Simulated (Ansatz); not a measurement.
HfO2: excitons and shallow donors from band masses and screening

The calculation used DFT PBE, scalar-relativistic, plane waves, PAW (Ansatz).

Cutoff 420 eV; k points 6×6×8 on the computed 6-atom cell (Γ-centred); Gaussian smearing, width 0.02 eV; no spin polarisation.

Relaxed cell: P4_2/mnm, a = 4.880 Å, b = 4.880 Å, c = 3.238 Å, α = 90.00°, β = 90.00°, γ = 90.00°, 6 atoms in the primitive cell. This rutile-type form isn't the usual stable structure of the compound.

The calculation gives a Kohn–Sham gap of 3.90 eV, an electron mass of 0.748 mₑ and a hole mass of 2.18 mₑ (harmonic means over x, y, z and over the bands degenerate at each edge), and ε∞ = 4.86 (independent particles, mean of the diagonal). Masses and screening differ among the axes, which the isotropic model averages.

**Question.** Estimate the binding energy and radius of a Wannier–Mott exciton and of a shallow donor, and say whether the hydrogenic model can hold.

**Answer.** The reduced mass is μ = mₙmₕ/(mₙ + mₕ) = 0.556 mₑ, with mₙ and mₕ the band masses. With E_b = 13.606 eV × μ/ε² and a = 0.529 Å × ε/μ (μ in mₑ) the exciton has E_b = 321 meV and a = 4.6 Å. For a donor μ is the electron mass: 431 meV and 3.4 Å. The radius isn't large against the shortest lattice vector (3.24 Å), so the continuum picture is doubtful and the numbers are only a scale. In a polar crystal the ions screen too, so a state bound more weakly than an optical phonon feels the larger static constant, which lowers the energy and widens the orbit. The other way, the small Kohn–Sham gap and the missing local fields make ε∞ too large and the masses tend to be too light, which underbinds.

Spin-orbit coupling is left out, which matters for the bands of heavy elements.